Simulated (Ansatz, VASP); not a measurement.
**One calculation of KF, two programs**

INCAR

```
SYSTEM = KF
PREC     = Accurate       ! precision mode
ENCUT    = 520            ! plane-wave cutoff, eV
EDIFF    = 1E-7           ! SCF threshold, eV
ISMEAR   = 0              ! smearing method
SIGMA    = 0.01           ! smearing width, eV
LREAL    = .FALSE.        ! projectors in reciprocal space
LASPH    = .TRUE.         ! aspherical terms in the spheres
NELM     = 100            ! most SCF steps
ALGO     = Normal         ! electronic algorithm
ISIF     = 2              ! what is computed and relaxed
LWAVE    = .FALSE.        ! write WAVECAR
LCHARG   = .FALSE.        ! write CHGCAR
GGA      = PE             ! functional
NBANDS   = 15             ! bands
```

Contents of KPOINTS:

```
regular mesh
0
G
  6 6 6
  0 0 0
```

The input POSCAR:

```
KF
1.0
    0.0000000000      2.6589605792      2.6589605792
    2.6589605792      0.0000000000      2.6589605792
    2.6589605792      2.6589605792      0.0000000000
K F
1 1
Direct
    0.0000000000      0.0000000000      0.0000000000
    0.5000000000      0.5000000000      0.5000000000
```

Input for Ansatz:

```yaml
crystal:
  lattice:
    - [0.0, 2.6589605792, 2.6589605792]
    - [2.6589605792, 0.0, 2.6589605792]
    - [2.6589605792, 2.6589605792, 0.0]
  atoms:
    - { symbol: K, position: [0.0, 0.0, 0.0] }
    - { symbol: F, position: [0.5, 0.5, 0.5] }
kpoints:
  mp_grid: { grid: [6, 6, 6] }
hamiltonian:
  xc: pbe
scf:
  occupations: { method: fixed }
output:
  optics:
    e_range: [0, 23]
    de: 0.05
    sigma: 0.1
    bands: { spectra_wanted_up_to: 23 }
    scissors: 2.004
```

Alike in both runs: task single point; functional PBE; k mesh 6 × 6 × 6; no spin polarisation.

|  | VASP | Ansatz |
| --- | --- | --- |
| version | VASP 6.6.1 | Ansatz 0.2.0 |
| potentials or method | VASP PAW PBE potentials, release 64 (K_sv, F) | plane waves, PAW |
| plane-wave cutoff (eV) | 520 | 420 |
| occupations | gaussian, width 0.01 eV | fixed |
| valence electrons in the cell | 16 | 16 |

|  | VASP | Ansatz | Ansatz less VASP |
| --- | --- | --- | --- |
| gap on the k mesh at the Fermi level (eV) | 6.24 | 6.26 | +0.016 |

Expect the measured gap to be larger: semilocal functionals such as PBE lack the derivative discontinuity.
